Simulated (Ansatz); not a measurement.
Input and command of a plane-wave DFT calculation in Ansatz:

```yaml
crystal:
  lattice:
    - [8.6387373918, 0.0, 0.0]
    - [-2.8795791306, 8.1446797208, 0.0]
    - [0.0, 0.0, 22.7023330293]
  atoms:
    - { symbol: Li, position: [0.1666666667, 0.1666666667, 0.3523866904] }
    - { symbol: Li, position: [0.1666666667, 0.5, 0.3523866904] }
    - { symbol: Li, position: [0.1666666667, 0.8333333333, 0.3523866904] }
    - { symbol: Li, position: [0.5, 0.1666666667, 0.3523866904] }
    - { symbol: Li, position: [0.5, 0.5, 0.3523866904] }
    - { symbol: Li, position: [0.5, 0.8333333333, 0.3523866904] }
    - { symbol: Li, position: [0.8333333333, 0.1666666667, 0.3523866904] }
    - { symbol: Li, position: [0.8333333333, 0.5, 0.3523866904] }
    - { symbol: Li, position: [0.8333333333, 0.8333333333, 0.3523866904] }
    - { symbol: Li, position: [0.3435171399, 0.3416468779, 0.4532916104] }
    - { symbol: Li, position: [0.3519721672, 0.7221686966, 0.4546040407] }
    - { symbol: Li, position: [0.3428834757, 0.0155770742, 0.4660051204] }
    - { symbol: Li, position: [0.6237443038, 0.2873326961, 0.464610997] }
    - { symbol: Li, position: [0.6701071448, 0.6420740682, 0.4519812038] }
    - { symbol: Li, position: [0.6903826044, -0.0106941649, 0.4488046507] }
    - { symbol: Li, position: [-0.0105164765, 0.3375305766, 0.4545945935] }
    - { symbol: Li, position: [-0.0078582317, 0.6519073015, 0.4493109491] }
    - { symbol: Li, position: [0.006785833, -0.0070209975, 0.4620160519] }
    - { symbol: Li, position: [0.5331822607, 0.7894960833, 0.5485474645] }
    - { symbol: Li, position: [0.4967703205, 1.0696494759, 0.5499527219] }
    - { symbol: Li, position: [0.509308491, 0.4187764536, 0.5493317572] }
    - { symbol: Li, position: [0.8681407947, 0.4493894897, 0.5564124303] }
    - { symbol: Li, position: [0.8634129386, 0.8017147179, 0.5503152834] }
    - { symbol: Li, position: [0.8961044554, 0.1071806068, 0.5581808855] }
    - { symbol: Li, position: [0.2331155243, 0.6091679213, 0.5467167299] }
    - { symbol: Li, position: [0.1648407734, 0.8689584952, 0.5531262547] }
    - { symbol: Li, position: [0.2114266779, 0.1873186156, 0.5440540784] }
basis:
  ecutwfc: 420
kpoints:
  mp_grid: { grid: [3, 3, 1] }
hamiltonian:
  xc: pbe
  dispersion: d3bj
scf:
  occupations: { method: gaussian, width: 0.1 }
output:
  forces: true
  eigenvalues: true
  write_density: true
  volumetric_format: npy
efield:
  axis: 3
  dipole_correction: true
  ramp_width: 0.04
```

```bash
ansatz run input.yaml --threads 4 --pin off --max-ram 10240MiB --backend cpu --events-out ev --progress --plain --runs-dir out
```

Processor: Arm Neoverse V1, 4 threads, on a host shared with other jobs.

**Question.** How long does it run, and how much memory does it take?

**Answer.** About 17 s on 4 threads of Arm Neoverse V1, on a shared host, peak memory 2.1 GiB. It solves 68 bands at 5 k points (the mesh reduced by symmetry) with about 31301 plane waves, in 7 SCF iterations.
